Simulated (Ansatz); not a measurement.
# Fitting the PBEsol energy curve of CdTe

```yaml
crystal:
  lattice:
    - [0.00000, 3.20500, 3.20500]
    - [3.20500, 0.00000, 3.20500]
    - [3.20500, 3.20500, 0.00000]
  atoms:
    - { symbol: Te, position: [0.75000, 0.75000, 0.75000] }
    - { symbol: Cd, position: [0.00000, 0.00000, 0.00000] }
```

The cell was scaled at fixed shape and fractions and run with Ansatz, Ansatz PAW, cutoff 420 eV; PBEsol, k mesh 7 × 7 × 7 on the cell of 2 atoms, fermi-dirac occupations of 0.05 eV, spin-orbit coupling, no magnetisation. The potentials were made for PBE. Energies are those that the program minimises, any entropy of the smearing included.

```tsv
V (Å³/atom)	energy over the lowest row (meV/atom)
30.9465	47.30
31.6050	28.77
32.2634	?
32.9218	6.31
33.5803	1.35
34.2387	0.00
34.8972	1.84
```

Question: Fit the third-order Birch-Murnaghan form, give V0, B0 and B′, and predict the energy left open.

Answer: With y = (V0/V)^(2/3), E = E0 + (9 V0 B0/16) [(y - 1)³ B′ + (y - 1)² (6 - 4y)]. Least squares through the rows shown give V0 = 34.1767 Å³/atom, E0 = -0.02 meV, B0 = 40.93 GPa (1 eV/Å³ = 160.218 GPa) and B′ = 4.84, with a largest miss of 0.01 meV. At V = 32.2634 the form with these constants gives 15.29 meV; the run gave 15.28 meV an atom. Measured volume: 34.11 Å³/atom (arxiv:cond-mat/0608141), so the fit lies +0.2 % from it. Measured modulus: 42 GPa (arxiv:2306.14539), so the fit lies -2.5 % from it. The runs are for a static lattice.
